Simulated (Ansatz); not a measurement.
# HgTe in the zincblende structure

Computed with Ansatz (plane waves, PAW, 500 eV cutoff): r²SCAN, scalar-relativistic, no spin polarisation, Γ-centred 10×10×10 mesh, 0.05 eV Gaussian smearing; PAW files: Ansatz's generated set soft_2.

```yaml
crystal:
  lattice:
    - [0.00000, 3.28608, 3.28608]
    - [3.28608, 0.00000, 3.28608]
    - [3.28608, 3.28608, 0.00000]
  atoms:
    - { symbol: Hg, position: [0.00000, 0.00000, 0.00000] }
    - { symbol: Te, position: [0.25000, 0.25000, 0.25000] }
```

The start was a prototype's sites filled with these elements; the Crystallography Open Database holds the compound in this structure.

The run above is the reference. The same cell was run again with other input settings; several of them aren't fit for production, so the rows show the settings' effect and aren't properties of the material.

```tsv
keys changed	outcome	ΔE (meV/atom)	P (GPa)	gap on the mesh (eV)	cell moment (μB)	largest force component (eV/Å)	SCF iterations	rough core-seconds	new warnings
none (reference)	converged	0.0	0.0	0 (bands touch)	–	0.000	–	–	–
hamiltonian.xc: "r2scan" → "rpbe"	converged	–	2.9	0 (bands touch)	–	0.000	6	7	–
basis.xc_grid: 4; hamiltonian.xc: "r2scan" → "revpbe"	converged	–	2.5	0 (bands touch)	–	0.000	6	12	–
scf.mixing.preconditioner: "none"	converged	0.0	0.0	0 (bands touch)	–	0.000	6	13	–
scf.occupations.method: "gaussian" → "cold"	converged	0.0	0.0	0 (bands touch)	–	0.000	6	19	–
```

These changes also left energy (to 0.1 meV/atom), pressure, gap, moment and forces as in the reference: scf.eigensolver.kind: "davidson" | accuracy: "high" | scf.mixing.preconditioner: "none"; basis.ecutrho_ratio: 4 → 12.

ΔE is the energy with the smearing extrapolated to zero. It is left out where the change alters the Hamiltonian or the spin treatment. The varied runs start from atomic densities (corrected by the program's trained start where that serves), with the default search for lower states unless a row changes it.

(1) What happens with these changes: basis.ecutwfc: 500 → "450 eV"?

Answer:

(1) outcome converged, ΔE (meV/atom) 1.6, P (GPa) 0.0, gap on the mesh (eV) 0 (bands touch), largest force component (eV/Å) 0.000, SCF iterations 6, rough core-seconds 13, new warnings cutoff below recommended.

Changing scf.mixing.preconditioner only steers the path to self-consistency, so the energy stays within 0.5 meV/atom.

Changing scf.eigensolver.kind only steers the path to self-consistency, so the energy stays within 0.5 meV/atom.

Of the reference: Spin–orbit coupling, which matters for such heavy elements, is left out. At this volume the filled and empty bands only touch, so this is a zero-gap semimetal rather than a metal, and a semilocal functional can cause such a touching. The relaxed cell is 6 % larger in volume than the cell of this structure in the Crystallography Open Database (33.49 Å³/atom, 1987).
